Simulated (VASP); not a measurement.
# InP: NMR shieldings and orbital susceptibility

InP, F-43m (no. 216), 2 atoms in the cell. PBE, GIPAW shieldings; PAW potentials In_d, P (PBE set).

## Input

INCAR:
```
SYSTEM = InP
  ALGO = Normal
  EDIFF = 1E-8
  ENCUT = 450
  GGA = PE
  ISMEAR = 0
  KPAR = 2
  LASPH = .True.
  LCHARG = .False.
  LCHIMAG = .True.
  LNMR_SYM_RED = .True.
  LREAL = .False.
  LVGVCALC = .False.
  LWAVE = .False.
  NELM = 120
  NLSPLINE = .True.
  PREC = Accurate
  SIGMA = 0.01
```

KPOINTS:
```
k-points
0
Gamma
  7 7 7
```

POSCAR:
```
InP
1.0
    0.0000000000      2.9305000000      2.9305000000
    2.9305000000      0.0000000000      2.9305000000
    2.9305000000      2.9305000000      0.0000000000
In P
1 1
Direct
    0.0000000000      0.0000000000      0.0000000000
    0.7500000000      0.7500000000      0.7500000000
```

Commands:
```
cat potpaw_PBE.64/In_d/POTCAR potpaw_PBE.64/P/POTCAR > POTCAR
mpirun -np 2 vasp_std > vasp.out
```

## Result

- Orbital susceptibility (1e-6 cm³ per mole of cells): -570.7

Absolute shieldings:

| Atoms | Isotropic (ppm) | Span (ppm) |
|---|---|---|
| In1 | 2523.9 | 0.0 |
| P1 | -365.5 | 0.0 |

The shieldings include the G = 0 term, which follows from the susceptibility (pGv form unless LVGVAPPL = T).

Limits: The response is non-relativistic, which costs accuracy next to heavy atoms.

VASP 6.6.1 took 88 s on 2 cores (Intel Xeon 6975P-C (Granite Rapids)), a shared host.
